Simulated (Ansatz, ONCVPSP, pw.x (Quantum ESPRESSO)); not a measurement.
# Equation-of-state test of one ONCV potential (gallium (Ga))

```
Element                 : gallium
Generator               : ONCVPSP 4.0.1.1 (patched build)
Type                    : optimised norm-conserving Vanderbilt (ONCV)
Functional              : PBE
Relativity              : scalar-relativistic
Frozen core             : [Ar] 3d10
Valence charge          : 3
Reference configuration : 4s2 4p1
Partial waves           : 4s: rc 1.95 bohr, ncon 4, nbas 8, qcut 2.7 1/bohr, 2 projectors, debl 2.7 Ha; 4p: rc 1.70 bohr, ncon 4, nbas 8, qcut 5.7 1/bohr, local; d scattering state at 0.4 Ha: rc 1.70 bohr, ncon 4, nbas 7, qcut 5.9 1/bohr, 3 projectors, debl 2 Ha
Local potential         : the p channel
Core correction         : Teter function, fcfact 4, rcfact 1.35
```

Atomic tests: cutoffs needed: 29 Ha and 44 Ha (the cutoffs (Ha) at which the residual kinetic energy of the hardest occupied pseudo-wave falls to 1 and 0.1 mHa per electron) The cutoffs count occupied waves only; projector 3 of the d channel, the hardest unoccupied one, needs 106 Ha at the loose tolerance.; ghost test: ghosts flagged at negative energy: d at -18.8 eV; GHOST(+) flagged for s at 140.4 eV; a true bound ghost makes a file unfit for plane-wave use; largest excitation error: -149 meV (all-electron minus pseudo) for 4s1 4p0, out of 4 test configurations.

Crystal test: fcc Ga in pw.x 7.5, no spin, 13³ k-points, Fermi–Dirac smearing 0.01 Ry, cutoffs 105/420 Ry. The reference is all-electron LAPW (Ansatz 0.2.0) with the same functional, mesh and smearing; V0 and B0 come from Birch–Murnaghan fits to the pressures at five volumes. Errors are pseudo minus all-electron; Δ is the rms difference of the E(V) curves that follow from these fits, minima aligned, over ±6 % about the mean V0. Mesh and smearing are coarse, so the numbers serve the comparison and aren't converged zero-temperature values; the lattice is a test structure that the element need not adopt.

All-electron: a0 = 4.236 Å (V0 = 19.00 Å³/atom), B0 = 48.8 GPa.

Task: How far does the potential miss the all-electron equation of state?

Result: mean pressure error (GPa): -6.64. The pressure does not cross zero within the volumes sampled, so no fit is given. This is a poor potential for the solid. Note: ghosts flagged at negative energy: d at -18.8 eV; GHOST(+) flagged for s at 140.4 eV. A true bound ghost makes a file unfit for plane-wave use.

```
V (Å³/atom)  P all-electron (GPa)  P pseudo (GPa)
     18.074                  2.74           -4.99
     18.549                  1.23           -5.90
     19.025                 -0.07           -6.66
     19.501                 -1.20           -7.29
     19.976                 -2.17           -7.81
```

Task: At the middle volume, how do free energy and pressure move when the wave cutoff is lowered (ecutrho kept at four times it)?

Result:

```csv
cutoff (Ry),shift of F (meV/atom),shift of P (GPa)
47,+135.5,+1.53
63,+124.1,+1.81
84,+50.6,-1.58
```

The run at the middle volume (84 k-points, 7 iterations) took about 30 s on one core of a shared host (Neoverse-V2, 192 threads, 1485 GiB, load 46).
